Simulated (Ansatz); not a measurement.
# NiO (Fm-3m) in Ansatz: notebook

Runs on NiO. Level: r2SCAN+D3(BJ). Tasks: single point, equation of state.

All numbers are computed with Ansatz 0.2.0; they aren't measurements. Logs are shortened: lines on timing, memory, paths and dates and some standing lists are left out, and cuts for length are marked.

## Step 1: The crystal as given

Symmetry: Fm-3m, No. 225, cubic system. The conventional cell has a = 4.172 Å, b = 4.172 Å, c = 4.172 Å, α = 90.00°, β = 90.00°, γ = 90.00°. Around Ni (site symmetry m-3m) lie 6 O at 2.09 Å. O (site symmetry m-3m) is surrounded by 6 Ni at 2.09 Å.

## Step 2: Single point, r2SCAN+D3(BJ), collinear spin, ferromagnetic start, 8.53 Å³/atom (volume scaled by 0.94)

input.yaml

```yaml
crystal:
  lattice:
    - [0.0, 2.0433202721, 2.0433202721]
    - [2.0433202721, 0.0, 2.0433202721]
    - [2.0433202721, 2.0433202721, 0.0]
  atoms:
    - { symbol: Ni, position: [0.0, 0.0, 0.0], spin: 1.0 }
    - { symbol: O, position: [0.5, 0.5, 0.5] }
hamiltonian:
  xc: r2scan
  pseudopotentials: { kind: paw }
  dispersion: d3bj
magnetization:
  spin_polarized: true
kpoints:
  mp_grid: { grid: [11, 11, 11] }
scf:
  occupations: { method: fermi_dirac, width: 0.05 }
output:
  forces: true
  stress: true
  eigenvalues: true
```

Potentials or basis: Ansatz PAW.

On the command line:

```
$ ansatz run input.yaml --threads 2 --pin off --max-ram 5120MiB --backend cpu --events-out ev --progress --plain --runs-dir out
```

Output:

```text
Warning: the engine holds no damping parameters fitted to this dispersion correction and functional, so the run takes those fitted to r2scan beside the three-body term, which d3bj leaves out (hamiltonian.dispersion, under Limitations)
Warning: RAYON_NUM_THREADS=2 ignored (pool sized by the plan → 2); use --threads N
Engine: ansatz 0.2.0, aarch64-unknown-linux-gnu
Pseudopotentials: kind: paw
Pseudopotential: Ni, paw, valence charge 18, recommended cutoff 500 eV (meta_gga), Ni.paw.azcp
Pseudopotential: O, paw, valence charge 6, recommended cutoff 500 eV (meta_gga), O.paw.azcp
Functional definition: r2SCAN
  parameter k0 = 0.174
  parameter k1 = 0.065
  parameter a1 = 4.9479
  exchange = r2scan_x(k0 = k0, k1 = k1, a1 = a1)
  correlation = r2scan_c
Crystal: 2 atoms, lattice volume = 17.062 Å³
Basis set: ecut = 500 eV, 411 PW (Γ), exchange–correlation on 96×96×96 points (64 copies of the dense FFT grid, shifted against one another)
Bands: 17, of which v1, the nominal top of the filled ones, is band 12 counted from 1 (11 counted from 0)
Symmetry: 48 space group operations
Space group: Fm-3m (ITA 225), of the structure as read, at distance tolerance 2.6e-5 Å
Magnetic group: BNS 225.116 (UNI 1618), of the structure as read, at distance tolerance 2.6e-5 Å
k-points: 56 of 1331
Non-local potential: Ni, projectors of the file, l = 0: 3, l = 1: 2, l = 2: 3, l = 3: 1
Non-local potential: O, projectors of the file, l = 0: 2, l = 1: 2, l = 2: 1
PAW form: soft (Blöchl's): semilocal exchange-correlation on the pseudo side does not see the compensation charge
PAW frozen core: Ni, regenerated for the run's functional (the file was generated under x = pbe(κ = 0.804, μ = 0.2195149727645171), c = pbe(β = 0.06672455060314922))
PAW frozen core: O, regenerated for the run's functional (the file was generated under x = pbe(κ = 0.804, μ = 0.2195149727645171), c = pbe(β = 0.06672455060314922))
PAW one-centre angular grid: Ni, 590 points (default); XC on 160 Gauss nodes
PAW one-centre angular grid: O, 302 points (default); XC on 160 Gauss nodes
Initial density: superposition of atomic densities (chi_scale 0.1, normalization cell, long waves kept (reshape's long-wave potential 0.00 eV rms))
Starting moments: Σ|m| = 1 μB on 1 of 2 sites
Initial wavefunctions: pseudopotential atomic-orbital guess
Functional: x = r2scan, c = r2scan; τ floored in thin density (d = 2e-4 eV/Å³)
SCF iter   1: F=—  HF=-6411.356339 eV  |F-HF|=—  |Δ(HF+E_count)|=         —  Δρ=1.35e-1 (↑1.19e-1 ↓1.35e-1)  dr2=6.84e0  dr2_τ=1.08e-2  dr2_m=9.72e-2  M=1.012 μB ∫|m|=1.012 μB  β_m=1.00  ethr=3.10e-3  ⟨swp⟩=5.5  Hψ=8314  notcnv=0
Mixer restart at iter 1: flushing history
preconditioner: auto → none  [metal: Δε(μ)=0.011 eV  Ē_g=15.741 eV  σ=0.050 eV  W_gap=0.06  n_scr=8 (ndim 8)  ℏωp=36.0 eV  f_vac=0.000  D(μ)=1.97/eV (n_scr^D=26)  sad-step TF]
[... 10 lines left out ...]
SCF iter  11: F=—  HF=-6413.629629 eV  |F-HF|=—  |Δ(HF+E_count)|=   1.74e-6  Δρ=7.46e-5 (↑4.07e-5 ↓7.46e-5)  dr2=9.90e-7  dr2_τ=1.40e-8  dr2_m=7.67e-8  M=2.000 μB ∫|m|=2.016 μB  β_m=1.00  ethr=1.32e-8  ⟨swp⟩=2.0  Hψ=2231  notcnv=0  defer=46  κ⁻¹=5.4e-6(r=7)
SCF iter  12: F=—  HF=-6413.629629 eV  |F-HF|=—  |Δ(HF+E_count)|=   1.85e-7  Δρ=2.49e-5 (↑1.97e-5 ↓2.49e-5)  dr2=1.60e-7  dr2_τ=1.95e-9  dr2_m=2.79e-9  M=2.000 μB ∫|m|=2.016 μB  β_m=1.00  ethr=4.13e-9  ⟨swp⟩=2.3  Hψ=2387  notcnv=0  defer=46  κ⁻¹=3.8e-7(r=8)
SCF iter  13: F=—  HF=-6413.629630 eV  |F-HF|=—  |Δ(HF+E_count)|=   7.69e-7  Δρ=4.22e-6 (↑4.22e-6 ↓2.19e-6)  dr2=1.55e-9  dr2_τ=6.97e-11  dr2_m=6.61e-10  M=2.000 μB ∫|m|=2.016 μB  β_m=1.00  ethr=6.67e-10  ⟨swp⟩=2.0  Hψ=3207  notcnv=0  defer=46  κ⁻¹=1.1e-6(r=8)
SCF iter  14: F=-6413.629630 eV  HF=-6413.629630 eV  |F-HF|=9.61e-9  |Δ(HF+E_count)|=   7.56e-9  Δρ=2.19e-6 (↑1.31e-6 ↓2.19e-6)  dr2=9.71e-10  dr2_τ=1.46e-11  dr2_m=9.31e-11  M=2.000 μB ∫|m|=2.016 μB  ethr=6.45e-12  ⟨swp⟩=3.8  Hψ=7253  notcnv=0
SCF 1 converged in 14 iterations: F = -6413.629630 eV  dr2 = 9.71e-10
this state was not tested for a lower state beside it, because the mixer in use, unlike msr1, does not test its closes by its own steps (another_mixer; see scf.mixing.algorithm and scf.lower_state_search)
SCF converged after 14 iterations
Magnetization: 1.9999 μB (13.0000 up, 11.0000 down)
Absolute magnetization: 2.0144 μB (∫|ρ↑−ρ↓|, with the PAW one-centre terms)
Spin contamination: 0.0025 ħ² per cell (⟨S²⟩ above its minimum at these occupations)
Per-site moments (μB) at R_I (Å): [(1.655132634598835, 0.8428696122412499), (0.2941149245382709, 0.8428696122412499)]
Free energy (F): -6413.629630 eV
Harris-Foulkes:  -6413.629630 eV  (|F-HF|=9.61e-9)
Internal energy: -6413.629609 eV  (E = F + TS)
E sigma→0 (E₀):  -6413.629619 eV
Entropy (-TS):   -0.000021 eV (-0.010 meV/atom)
Fermi energy:    15.900936 eV
--- Per-component energies (eV) ---
  E_band       = -331.584372
  E_kinetic    = 454.250663
  E_local      = -3889.352670  (includes V_loc(G=0)·N_el)
  E_nonlocal   = 697.150760
  E_hartree    = 1606.769485
  E_xc         = -150.764338
  E_vxc        = -219.261938  (∫ρ·V_xc dr)
  E_paw        = -1808.464401  (= ΣΔE_a)
  E_vpaw       = -602.340484  (= ΣTr[D̂ρ^β])
  E_aug_tail   = 0.001038  (compensation charges beyond the density's cutoff)
  E_vtau       = 14.427589  (kinetic-family band-sum trace: ∫τ·v_τ [+ j·A + Jᵃ·Aᵃ] dr)
  E_ewald      = -3322.626649
  E_disp       = -0.261487  (pairwise vdW)
  E_core_change = -0.332010  (= ΣΔE_core)
  E_smearing   = -0.000021  (= −TS)
  E_closure    = 0.000000  (closes the sum)
  Σ components = -6413.629630   (vs F -6413.629630, Δ=0.00e0)
--- Forces (eV/Å), atoms counted from 1 ---
  atom   1  Ni    -0.00000000    -0.00000000    -0.00000000
  atom   2  O      0.00000000    -0.00000000    -0.00000000
  max |Σ_I F_I| component: 1.88e-29 eV/Å
--- Stress (GPa, compression-positive) ---
       17.395879      -0.000000       0.000000
       -0.000000      17.395879      -0.000000
       -0.000000      -0.000000      17.395879
  P = ⅓ Tr σ = 17.3959 GPa (173.959 kbar)
--- Band table (eV; the first three rows and the last of 112) ---
  k-point 0 ↑: bands = ["-93.3104", "-52.1988", "-52.1988", "-52.1988", "-6.3269", "11.4122", "11.4122", "12.2364", "12.2364", "12.2364", "12.3421", "12.3421", "12.3421", "17.9933", "34.4113", "35.6038", "35.6038"]
  k-point 1 ↑: bands = ["-93.3102", "-52.2019", "-52.1992", "-52.1992", "-6.2228", "10.8738", "10.8738", "11.3273", "12.2079", "12.2079", "12.6990", "13.0024", "13.0024", "18.5820", "32.5464", "35.3683", "35.3683"]
  k-point 2 ↑: bands = ["-93.3095", "-52.2100", "-52.2003", "-52.2003", "-5.9308", "9.9292", "10.1073", "10.1073", "12.3626", "12.3626", "12.9284", "13.8710", "13.8710", "19.8423", "30.2452", "34.3057", "34.3057"]
  k-point 55 ↓: bands = ["-90.1774", "-49.2451", "-49.2429", "-49.2307", "-3.9764", "9.1817", "9.2488", "10.3307", "13.9431", "14.0908", "14.3453", "17.2592", "17.9379", "26.0908", "27.6464", "27.9181", "31.3961"]
```

Run time: 5.4 s. Hardware: 2 threads of Arm Neoverse V1, shared host; peak memory 0.37 GiB.

Results:

```
Free energy            : -6413.6296 eV
Pressure               : 17.4 GPa
Band gap on the k mesh : 0.59 eV, indirect (least direct gap 1.68 eV)
Net moment             : 2.00 μB per cell
Absolute moment        : 2.01 μB per cell
Site moments           : Ni +1.66; O +0.29 μB
```

Caveat: the magnetic or orbital state may not be the lowest; odd divisions of the mesh miss points on the zone boundary, where band edges often lie, so the gap on the mesh can be too wide; the pressure holds a Pulay correction of +0.3 GPa for the finite cutoff; a cell with one magnetic atom can't hold antiferromagnetic order, which such compounds often take; the PAW data sets come from PBE, with cores solved anew for the run's functional, which leaves a small shift of forces and pressure; the dispersion damping was fitted for another functional or another form of the correction.

## Step 3: Single point, r2SCAN+D3(BJ), collinear spin, ferromagnetic start, 8.71 Å³/atom (volume scaled by 0.96)

input.yaml, as its differences from that of step 2:

```diff
@@ -2,5 +2,5 @@
   lattice:
-    - [0.0, 2.0433202721, 2.0433202721]
-    - [2.0433202721, 0.0, 2.0433202721]
-    - [2.0433202721, 2.0433202721, 0.0]
+    - [0.0, 2.0577103256, 2.0577103256]
+    - [2.0577103256, 0.0, 2.0577103256]
+    - [2.0577103256, 2.0577103256, 0.0]
   atoms:
@@ -22 +22,5 @@
   eigenvalues: true
+  write_density: true
+  write_potential: true
+  elf: true
+  volumetric_format: npy
```

Potentials or basis: Ansatz PAW.

On the command line:

```
$ ansatz run input.yaml --threads 2 --pin off --max-ram 5120MiB --backend cpu --events-out ev --progress --plain --runs-dir out
```

It took 6 s on 2 threads of Arm Neoverse V1, shared host; peak memory 0.37 GiB.

It converged, with:

| Property | Result |
| --- | --- |
| Free energy | -6413.6625 eV |
| Pressure | 11.6 GPa |
| Band gap on the k mesh | 0.67 eV, indirect (least direct gap 1.71 eV) |
| Net moment | 2.00 μB per cell |
| Absolute moment | 2.01 μB per cell |
| Site moments | Ni +1.66; O +0.29 μB |

Caveat: the magnetic or orbital state may not be the lowest; odd divisions of the mesh miss points on the zone boundary, where band edges often lie, so the gap on the mesh can be too wide; a cell with one magnetic atom can't hold antiferromagnetic order, which such compounds often take; the PAW data sets come from PBE, with cores solved anew for the run's functional, which leaves a small shift of forces and pressure; the dispersion damping was fitted for another functional or another form of the correction.

## Step 4: Single point, r2SCAN+D3(BJ), collinear spin, ferromagnetic start, 8.89 Å³/atom (volume scaled by 0.98)

input.yaml, as its differences from that of step 3:

```diff
@@ -2,5 +2,5 @@
   lattice:
-    - [0.0, 2.0577103256, 2.0577103256]
-    - [2.0577103256, 0.0, 2.0577103256]
-    - [2.0577103256, 2.0577103256, 0.0]
+    - [0.0, 2.0719018797, 2.0719018797]
+    - [2.0719018797, 0.0, 2.0719018797]
+    - [2.0719018797, 2.0719018797, 0.0]
   atoms:
```

On the command line:

```
$ ansatz run input.yaml --threads 2 --pin off --max-ram 5120MiB --backend cpu --events-out ev --progress --plain --runs-dir out
```

It took 5.9 s on 2 threads of Arm Neoverse V1, shared host; peak memory 0.37 GiB.

It converged, with:

```
Free energy            : -6413.6825 eV
Pressure               : 6.2 GPa
Band gap on the k mesh : 0.75 eV, indirect (least direct gap 1.75 eV)
Net moment             : 2.00 μB per cell
Absolute moment        : 2.01 μB per cell
Site moments           : Ni +1.66; O +0.29 μB
```

Caveat: the magnetic or orbital state may not be the lowest; odd divisions of the mesh miss points on the zone boundary, where band edges often lie, so the gap on the mesh can be too wide; a cell with one magnetic atom can't hold antiferromagnetic order, which such compounds often take; the PAW data sets come from PBE, with cores solved anew for the run's functional, which leaves a small shift of forces and pressure; the dispersion damping was fitted for another functional or another form of the correction.

## Step 5: Single point, r2SCAN+D3(BJ), collinear spin, ferromagnetic start, 9.08 Å³/atom

input.yaml, as its differences from that of step 4:

```diff
@@ -2,5 +2,5 @@
   lattice:
-    - [0.0, 2.0719018797, 2.0719018797]
-    - [2.0719018797, 0.0, 2.0719018797]
-    - [2.0719018797, 2.0719018797, 0.0]
+    - [0.0, 2.0859016414, 2.0859016414]
+    - [2.0859016414, 0.0, 2.0859016414]
+    - [2.0859016414, 2.0859016414, 0.0]
   atoms:
@@ -22,5 +22 @@
   eigenvalues: true
-  write_density: true
-  write_potential: true
-  elf: true
-  volumetric_format: npy
```

On the command line:

```
$ ansatz run input.yaml --threads 2 --pin off --max-ram 5120MiB --backend cpu --events-out ev --progress --plain --runs-dir out
```

It took 5.3 s on 2 threads of Arm Neoverse V1, shared host; peak memory 0.37 GiB.

The run converged. Its results:

| Item | Value |
| --- | --- |
| Free energy | -6413.6907 eV |
| Pressure | 1.1 GPa |
| Band gap on the k mesh | 0.82 eV, indirect (least direct gap 1.77 eV) |
| Net moment | 2.00 μB per cell |
| Absolute moment | 2.02 μB per cell |
| Site moments | Ni +1.67; O +0.29 μB |

Caveat: the magnetic or orbital state may not be the lowest; odd divisions of the mesh miss points on the zone boundary, where band edges often lie, so the gap on the mesh can be too wide; a cell with one magnetic atom can't hold antiferromagnetic order, which such compounds often take; the PAW data sets come from PBE, with cores solved anew for the run's functional, which leaves a small shift of forces and pressure; the dispersion damping was fitted for another functional or another form of the correction.

## Step 6: Single point, r2SCAN+D3(BJ), collinear spin, ferromagnetic start, 9.26 Å³/atom (volume scaled by 1.02)

input.yaml, as its differences from that of step 5:

```diff
@@ -2,5 +2,5 @@
   lattice:
-    - [0.0, 2.0859016414, 2.0859016414]
-    - [2.0859016414, 0.0, 2.0859016414]
-    - [2.0859016414, 2.0859016414, 0.0]
+    - [0.0, 2.0997159621, 2.0997159621]
+    - [2.0997159621, 0.0, 2.0997159621]
+    - [2.0997159621, 2.0997159621, 0.0]
   atoms:
```

Potentials or basis: Ansatz PAW.

On the command line:

```
$ ansatz run input.yaml --threads 2 --pin off --max-ram 5120MiB --backend cpu --events-out ev --progress --plain --runs-dir out
```

Run time: 5.5 s. Hardware: 2 threads of Arm Neoverse V1, shared host; peak memory 0.37 GiB.

It converged, with:

| Quantity | Value |
| --- | --- |
| Free energy | -6413.6881 eV |
| Pressure | -3.4 GPa |
| Band gap on the k mesh | 0.89 eV, indirect (least direct gap 1.80 eV) |
| Net moment | 2.00 μB per cell |
| Absolute moment | 2.02 μB per cell |
| Site moments | Ni +1.67; O +0.28 μB |

Caveat: the magnetic or orbital state may not be the lowest; odd divisions of the mesh miss points on the zone boundary, where band edges often lie, so the gap on the mesh can be too wide; a cell with one magnetic atom can't hold antiferromagnetic order, which such compounds often take; the PAW data sets come from PBE, with cores solved anew for the run's functional, which leaves a small shift of forces and pressure; the dispersion damping was fitted for another functional or another form of the correction.

## Step 7: Single point, r2SCAN+D3(BJ), collinear spin, ferromagnetic start, 9.44 Å³/atom (volume scaled by 1.04)

input.yaml, as its differences from that of step 6:

```diff
@@ -2,5 +2,5 @@
   lattice:
-    - [0.0, 2.0997159621, 2.0997159621]
-    - [2.0997159621, 0.0, 2.0997159621]
-    - [2.0997159621, 2.0997159621, 0.0]
+    - [0.0, 2.1133508634, 2.1133508634]
+    - [2.1133508634, 0.0, 2.1133508634]
+    - [2.1133508634, 2.1133508634, 0.0]
   atoms:
@@ -22 +22,5 @@
   eigenvalues: true
+  write_density: true
+  write_potential: true
+  elf: true
+  volumetric_format: npy
```

On the command line:

```
$ ansatz run input.yaml --threads 2 --pin off --max-ram 5120MiB --backend cpu --events-out ev --progress --plain --runs-dir out
```

It took 6.2 s on 2 threads of Arm Neoverse V1, shared host; peak memory 0.38 GiB.

Results (log left out):

* Free energy: -6413.6758 eV
* Pressure: -7.3 GPa
* Band gap on the k mesh: 0.95 eV, indirect (least direct gap 1.82 eV)
* Net moment: 2.00 μB per cell
* Absolute moment: 2.02 μB per cell
* Site moments: Ni +1.67; O +0.28 μB

Caveat: the magnetic or orbital state may not be the lowest; odd divisions of the mesh miss points on the zone boundary, where band edges often lie, so the gap on the mesh can be too wide; a cell with one magnetic atom can't hold antiferromagnetic order, which such compounds often take; the PAW data sets come from PBE, with cores solved anew for the run's functional, which leaves a small shift of forces and pressure; the dispersion damping was fitted for another functional or another form of the correction.

## Step 8: Single point, r2SCAN+D3(BJ), collinear spin, ferromagnetic start, 9.62 Å³/atom (volume scaled by 1.06)

input.yaml, as its differences from that of step 7:

```diff
@@ -2,5 +2,5 @@
   lattice:
-    - [0.0, 2.1133508634, 2.1133508634]
-    - [2.1133508634, 0.0, 2.1133508634]
-    - [2.1133508634, 2.1133508634, 0.0]
+    - [0.0, 2.1268120599, 2.1268120599]
+    - [2.1268120599, 0.0, 2.1268120599]
+    - [2.1268120599, 2.1268120599, 0.0]
   atoms:
```

On the command line:

```
$ ansatz run input.yaml --threads 2 --pin off --max-ram 5120MiB --backend cpu --events-out ev --progress --plain --runs-dir out
```

Run time: 6.2 s. Hardware: 2 threads of Arm Neoverse V1, shared host; peak memory 0.38 GiB.

Results (log left out):

| Item | Value |
| --- | --- |
| Free energy | -6413.6552 eV |
| Pressure | -10.8 GPa |
| Band gap on the k mesh | 1.00 eV, indirect (least direct gap 1.84 eV) |
| Net moment | 2.00 μB per cell |
| Absolute moment | 2.02 μB per cell |
| Site moments | Ni +1.68; O +0.28 μB |

Caveat: the magnetic or orbital state may not be the lowest; odd divisions of the mesh miss points on the zone boundary, where band edges often lie, so the gap on the mesh can be too wide; a cell with one magnetic atom can't hold antiferromagnetic order, which such compounds often take; the PAW data sets come from PBE, with cores solved anew for the run's functional, which leaves a small shift of forces and pressure; the dispersion damping was fitted for another functional or another form of the correction.

## Step 9: Equation of state, r2SCAN+D3(BJ), collinear spin, ferromagnetic start

Potentials or basis: Ansatz PAW.

This step only gathers the single runs of the series.

What came out:

```yaml
Equilibrium_volume: 9.12 Å³/atom
Bulk_modulus: 230 GPa
Pressure_derivative_of_the_bulk_modulus: "4.1 (rough: it moves with the points fitted)"
```

Energy against volume, from the lowest point:
| volume (Å³/atom) | energy (meV/atom) |
| --- | --- |
| 8.531 | 30.53 |
| 8.713 | 14.11 |
| 8.894 | 4.10 |
| 9.076 | 0.00 |
| 9.257 | 1.30 |
| 9.439 | 7.44 |
| 9.620 | 17.76 |

Caveat: the magnetic or orbital state may not be the lowest; the PAW data sets were made with another functional, which shifts forces and pressure a little. Zero-point motion and thermal expansion aren't in these numbers.
